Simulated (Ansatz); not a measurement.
## SnO (Pmn2_1), random displacements

Method: DFT LDA, scalar-relativistic, plane waves, PAW (Ansatz). The runs took a 420 eV cutoff, a Γ-centred 8×6×6 mesh and Gaussian smearing (0.05 eV). No spin polarisation. Energies are free energies at this smearing, counted from the undisturbed cell; pressure is positive in compression.

The undisturbed cell (as given, not relaxed at this level; this form isn't the usual structure):

```xyz
4
Lattice="3.3550 0.0000 0.0000 0.0000 5.6741 0.0000 0.0000 0.0000 4.2220" Properties=species:S:1:pos:R:3 pbc="T T T"
Sn    0.0000    1.3159    2.1665
Sn    1.6775    4.3582    0.0555
O     0.0000    5.0570    3.1110
O     1.6775    0.6171    1.0000
```

The cell holds layers and no dispersion correction was added, so their binding is poorly described.

The atoms are displaced (Å, in the unstrained cell):

```csv
atom,ux,uy,uz
Sn1,-0.153,-0.147,0.093
Sn2,-0.150,0.114,-0.166
O3,0.087,0.156,0.006
O4,0.216,-0.123,0.067
```

Strain (Voigt, engineering shear): (0.0079, 0.0114, 0.0007, -0.0224, -0.0333, 0.0228).

(1) What are the energy change, the stress and the forces?

Results:

(1) ΔE = 286.3 meV/atom; stress (xx, yy, zz, yz, xz, xy; compression positive) (8.85, 14.23, 9.44, -6.54, 10.65, -2.63) GPa; gap on the mesh 1.52 eV.
| atom | Fx (eV/Å) | Fy | Fz |
| --- | --- | --- | --- |
| Sn1 | 2.10 | 4.64 | -0.21 |
| Sn2 | 2.80 | -1.89 | 1.95 |
| O3 | -2.08 | -1.72 | 0.02 |
| O4 | -2.83 | -1.03 | -1.77 |

Cost: 1 run of about 0.39 core-minutes, on Arm Neoverse V2 (shared hosts).